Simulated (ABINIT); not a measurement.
# A GW chain in ABINIT: BeTe (F-43m), part 3 of 3

Aim: the G0W0 gap of BeTe (F-43m) on PBE with spin-orbit coupling, step by step.

ABINIT 10.8.3; PBE and many-body steps on it, plane waves. Known limits of the many-body steps: not at the basis limit; screening head approximate; coarse k mesh.

So far. Step 4 (Empty states on the mesh, 4×4×4 mesh, 224 bands): On this mesh the gap is 1.735 eV. Step 5 (Screening, 4×4×4 mesh, 204 bands, screening to 149.7 eV): Local fields lower ε∞ by 13 %. On a Γ-centred mesh this coarse the value itself is usually too large, while a short band sum pulls it down.

## 6. Self-energy, 4×4×4 mesh, 204 bands, screening to 149.7 eV

The self-energy is evaluated for the states that the input lists, and the levels follow from it, in one-shot runs by the linearised quasiparticle equation.

This step: G0W0 on PBE with spin-orbit coupling, plane waves, norm-conserving pseudopotentials.

File run.abi:

```
acell 3*1.0 Angstrom
rprim 
  -0.000000000000 2.831458787600 2.831458787600
  2.831458787600 0.000000000000 2.831458787600
  2.831458787600 2.831458787600 0.000000000000
ntypat 2
znucl 4 52
natom 2
typat 1 2
xred 
  0.000000000000 0.000000000000 0.000000000000
  0.750000000000 0.750000000000 0.750000000000
pp_dirpath "pseudos"
pseudos "Be.upf, Te.upf"
ecut 49
nspinor 2
ngkpt 4 4 4
nshiftk 1
shiftk 0 0 0
kptopt 1
chksymbreak 0
istwfk *1
occopt 1
irdwfk 1
optdriver 4
nband 204
gwcalctyp 0
ecutsigx 49
symsigma 0
nkptgw 2
kptgw 
  0.0000000000 0.0000000000 0.0000000000
  0.5000000000 0.5000000000 0.0000000000
bdgw 
  25 34
  25 32
ecuteps 5.5
irdscr 1
ppmodel 1
indata_prefix "in"
outdata_prefix "out"
tmpdata_prefix "tmp"
```

Command:

```
$ OMP_NUM_THREADS=1 mpirun -n 8 abinit run.abi > log
```

Numbers of over 12 decimals in the logs are rounded to 6 here.

Output:

```text
.Version 10.8.3 of ABINIT. v10.8.2 released Aug 2026.

 Symmetries : space group F-4 3 m (#216); Bravais cF (face-center cubic)
[... echo of the input left out ...]
== DATASET  1 ==================================================================
-   mpi_nproc: 8, omp_nthreads: 1 (-1 if OMP is not activated)

--- !DatasetInfo
iteration_state: {dtset: 1, }
dimensions: {natom: 2, nkpt: 8, mband: 204, nsppol: 1, nspinor: 2, nspden: 1, mpw: 5044, }
cutoff_energies: {ecut:  49.0, pawecutdg:  -1.0, }
electrons: {nelect:   2.80000000E+01, charge:   0.00000000E+00, occopt:   1.00000000E+00, tsmear:   1.00000000E-02, }

 SIGMA: Calculation of the GW corrections

 Based on a program developped by R.W. Godby, V. Olevano, G. Onida, and L. Reining.
 Incorporated in ABINIT by V. Olevano, G.-M. Rignanese, and M. Torrent.
.Using double precision arithmetic ; gwpc =  8

[... cell and pseudopotentials left out ...]
--------------------------------------------------------------------------------

 ==== K-mesh for the wavefunctions ====
 Number of points in the irreducible wedge :     8
[... list of points left out ...]
 Together with 24 symmetry operations and time-reversal symmetry
 yields    64 points in the full Brillouin Zone.

 ==== Q-mesh for screening function ====
 Number of points in the irreducible wedge :     8
[... list of points left out ...]
 Together with 24 symmetry operations and time-reversal symmetry
 yields    64 points in the full Brillouin Zone.

 vcoul_init : cutoff-mode = AUXILIARY_FUNCTION
 q-points for optical limit:   1
     1)      0.000010    0.000020    0.000030
 setmesh: FFT mesh size selected  =    48x   48x   48
          total number of points  =       110592

 Number of electrons calculated from density =   28.0000; Expected =   28.0000
 average of density, n =  0.091390
 r_s =    1.3772
 omega_plasma =   29.1612 [eV]

 === KS Band Gaps ===
  >>>> For spin  1
   Minimum direct gap =   3.3187 [eV], located at k-point      :   0.0000  0.0000  0.0000
   Fundamental gap    =   1.7347 [eV], Top of valence bands at :   0.0000  0.0000  0.0000
                                       Bottom of conduction at :   0.5000  0.5000  0.0000
 SIGMA fundamental parameters:
 PLASMON POLE MODEL  1
 number of plane-waves for SigmaX                 5029
 number of plane-waves for SigmaC and W            169
 number of plane-waves for wavefunctions          5029
 number of bands                                   204
 number of independent spin polarizations            1
 number of spinorial components                      2
 number of k-points in IBZ                           8
 number of q-points in IBZ                           8
 number of symmetry operations                      24
 number of k-points in BZ                           64
 number of q-points in BZ                           64
 number of frequencies for dSigma/dE                 9
 frequency step for dSigma/dE [eV]                0.25
 number of omega for Sigma on real axis              0
 max omega for Sigma on real axis  [eV]           0.00
 zcut for avoiding poles [eV]                     0.10

 EPSILON^-1 parameters (SCR file):
 dimension of the eps^-1 matrix on file            169
 dimension of the eps^-1 matrix used               169
 number of plane-waves for wavefunctions          5029
 number of bands                                   204
 number of q-points in IBZ                           8
 number of frequencies                               2
 number of real frequencies                          1
 number of imag frequencies                          1

 matrix elements of self-energy operator (all in [eV])

 Perturbative Calculation

--- !SelfEnergy_ee
iteration_state: {dtset: 1, }
kpoint     : [   0.000,    0.000,    0.000, ]
spin       : 1
KS_gap     :    3.319
QP_gap     :    4.306
Delta_QP_KS:    0.987
data: !SigmaeeData |
     Band     E0 <VxcDFT>   SigX SigC(E0)      Z dSigC/dE  Sig(E)    E-E0       E
       25   5.870 -13.257 -15.035   0.983   0.806  -0.240 -13.898  -0.641   5.229
       26   5.870 -13.257 -15.036   0.985   0.806  -0.240 -13.897  -0.640   5.230
       27   5.870 -13.257 -15.024   0.981   0.806  -0.240 -13.891  -0.634   5.236
       28   5.870 -13.257 -15.021   0.980   0.806  -0.240 -13.889  -0.632   5.238
       29   9.189 -10.390  -5.831  -4.117   0.803  -0.245 -10.035   0.355   9.544
       30   9.189 -10.390  -5.829  -4.119   0.803  -0.245 -10.035   0.355   9.544
       31   9.251 -10.415  -5.844  -4.135   0.803  -0.245 -10.064   0.351   9.602
       32   9.251 -10.415  -5.839  -4.139   0.803  -0.245 -10.064   0.352   9.603
       33   9.251 -10.415  -5.845  -4.134   0.803  -0.245 -10.065   0.350   9.601
       34   9.251 -10.415  -5.845  -4.134   0.803  -0.245 -10.065   0.350   9.601

--- !SelfEnergy_ee
iteration_state: {dtset: 1, }
kpoint     : [   0.500,    0.500,    0.000, ]
spin       : 1
KS_gap     :    4.409
QP_gap     :    5.344
Delta_QP_KS:    0.935
data: !SigmaeeData |
     Band     E0 <VxcDFT>   SigX SigC(E0)      Z dSigC/dE  Sig(E)    E-E0       E
[...]
28   3.196 -11.762 -14.513   1.687   0.793  -0.261 -12.606  -0.844   2.352
       29   7.605  -8.949  -5.056  -3.782   0.817  -0.224  -8.858   0.091   7.696
       30   7.605  -8.949  -5.056  -3.782   0.817  -0.224  -8.858   0.091   7.696
       31   8.286  -9.804  -5.777  -3.818   0.811  -0.232  -9.635   0.169   8.455
       32   8.286  -9.804  -5.778  -3.817   0.811  -0.232  -9.635   0.169   8.455

== END DATASET(S) ==============================================================
================================================================================

 -outvars: echo values of variables after computation  --------
           etotal      0.0000000000E+00
            nband         204
             nkpt           8
          spgroup         216
 [... the other variables as echoed above ...]

 Calculation completed.
```

Wall time 4.8 min (8 MPI ranks of Arm Neoverse N1, shared host); peak memory 2.9 GiB.

This step gave:

```
G0W0 gap on the points computed              : 2.458 eV
starting gap on the mesh                     : 1.735 eV
k of the valence top                         : 0, 0, 0
k of the conduction bottom                   : 0.5, 0.5, 0
Z at the valence top                         : 0.806
Z at the conduction bottom                   : 0.817
least direct G0W0 gap on the computed points : 4.306 eV
```

The gap on the mesh goes from 1.73 eV to 2.46 eV, a correction of +0.72 eV.

Limits: finite bands, cutoff and mesh; screening head approximate; coarse k mesh. v1 is the top filled band, c1 the lowest empty one. The levels before and after the correction (eV, zero at the valence-band top of each column):

```tsv
	conduction bottom	valence top
Kohn-Sham	1.73	0.00
G0W0	2.46	0.00
```

```tsv
	level	energy (eV)
Kohn-Sham	Γ v3	0.000
Kohn-Sham	Γ v2-v1	0.000
Kohn-Sham	Γ c1-c2	3.319
Kohn-Sham	Γ c3	3.381
Kohn-Sham	(0.5 0.5 0) v3	-3.069
Kohn-Sham	(0.5 0.5 0) v2-v1	-2.674
Kohn-Sham	(0.5 0.5 0) c1-c2	1.735
Kohn-Sham	(0.5 0.5 0) c3	2.416
G0W0	Γ v3	-0.008
G0W0	Γ v2-v1	-0.002
G0W0	Γ c1-c2	4.306
G0W0	Γ c3	4.364
G0W0	(0.5 0.5 0) v3	-3.247
G0W0	(0.5 0.5 0) v2-v1	-2.886
G0W0	(0.5 0.5 0) c1-c2	2.458
G0W0	(0.5 0.5 0) c3	3.217
```

## 7. Where the time went

Times are wall times on 8 MPI ranks of Arm Neoverse N1, shared host, good to a factor of about two.

```tsv
step	time	share	memory (GiB)
ground state	70 s	6 %	0.81
bands along the symmetry lines	58 s	5 %	0.73
empty states on the mesh	4 min	21 %	0.88
screening	8.2 min	43 %	4.3
self-energy	4.8 min	25 %	2.9
```

## 8. Results

```
PBE gap              : 1.73 eV, indirect
G0W0 gap on the mesh : 2.46 eV
GW settings          : 4×4×4 mesh, 204 bands, screening to 149.7 eV, Godby-Needs plasmon pole
known limits         : not at the basis limit; screening head approximate; coarse k mesh
```

**Reading.** G0W0 moves the gap on the mesh from 1.73 eV to 2.46 eV (+0.72 eV), with Z of 0.81 and 0.82 at the edges. Local fields lower the RPA ε∞ on this mesh from 10.85 to 9.45; a Γ-centred mesh this coarse tends to raise both, most where the direct gap is narrow, while a short band sum lowers them. Only 2 of the mesh's irreducible points were corrected, so a valley elsewhere could overtake. The dearest step here is «screening». Against experiment, by G0W0@PBE: the gap of 2.46 eV lies −0.34 eV from the measured 2.8 eV (indirect, quoted 1997); the gap of 2.46 eV lies −0.24 eV from the measured 2.7 eV (indirect, quoted 1997). The calculation has static nuclei and no excitons; a measured gap holds zero-point and thermal motion, which mostly lowers it. Bands and cutoff are finite, so the gap is not at the basis limit. The miss can reach some tenths of an eV and take either sign; the mesh is an error of its own. In the G0W0 run levels were corrected at 2 k points alone, so a gap called «on the mesh» is the least over those, and an edge elsewhere would be missed. The 4×4×4 mesh is coarse for this cell, which bears on the long-range parts of exchange and screening. The long-wavelength limit of the screening leaves out the non-local commutator, which shifts ε∞.

[Paths, hosts, dates, memory and timing lines, banners, echoed tables and standing remarks are left out of the program output.]

[Logs are printed without paths, hosts, clocks, repeated set-up lines and the standing remarks that a program may print on its own settings, such as how far it seeks lower states.]

[Runs of the session that timed out or met a known fault of the program may be left out.]

[Hosts, paths, dates, database ids (printed as entryN), source tags and the programs' standing remarks are cut or masked in the printed files.]

[G0W0 gaps are taken among the corrected bands and points alone; a level outside them can change the order at an edge.]

[Where Ansatz stands beside ABINIT at settings called matched, ABINIT's density can come from a denser mesh and the files from another edition; pairs whose starting gaps differed by over 0.03 eV were left out, so agreement reads better than it is.]
